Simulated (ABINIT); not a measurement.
SnTe:

```
Te Sn
1.0
     0.00000    3.15085    3.15085
     3.15085    0.00000    3.15085
     3.15085    3.15085    0.00000
Te Sn
1 1
Direct
  0.50000 0.50000 0.50000
  0.00000 0.00000 0.00000
```

| Quantity | Value |
| --- | --- |
| Program | ABINIT 10.8.3 (patched build) |
| Task | relaxation of cell and atoms |
| Functional | PBE |
| Potentials or basis | PseudoDojo NC SR PBE v0.4.1 standard |
| Cutoff | 1088 eV |
| k mesh | 5 × 5 × 5 |
| Occupations | fermi-dirac, width 0.05 eV |
| Spin | no spin polarisation |

At the start: pressure 2.3 GPa; volume 31.28 Å³/atom.

**Question.** How do energy, volume and symmetry change on relaxing?

**Answer.** Over 5 steps the energy falls by 11.3 meV/atom and the volume is 32.93 Å³/atom (+5.3 %); space group Fm-3m (No. 225, to 0.05 Å).

Step by step:
```csv
step,energy change (eV),largest force (eV/Å),pressure (GPa),volume (Å³)
1,0.0000,0.0000,2.29,62.56
2,-0.0058,0.0000,1.95,63.00
3,-0.0225,0.0000,0.12,65.67
4,-0.0226,0.0000,0.01,65.85
5,-0.0226,0.0000,0.00,65.86
```

Final structure:
```cif
data_structure
_symmetry_space_group_name_H-M 'P 1'
_symmetry_Int_Tables_number 1
_cell_length_a 4.5329
_cell_length_b 4.5329
_cell_length_c 4.5329
_cell_angle_alpha 60.000
_cell_angle_beta 60.000
_cell_angle_gamma 60.000
_cell_volume 65.86
loop_
_atom_site_label
_atom_site_type_symbol
_atom_site_fract_x
_atom_site_fract_y
_atom_site_fract_z
_atom_site_occupancy
Te1 Te 0.50000 0.50000 0.50000 1
Sn1 Sn 0.00000 0.00000 0.00000 1
```
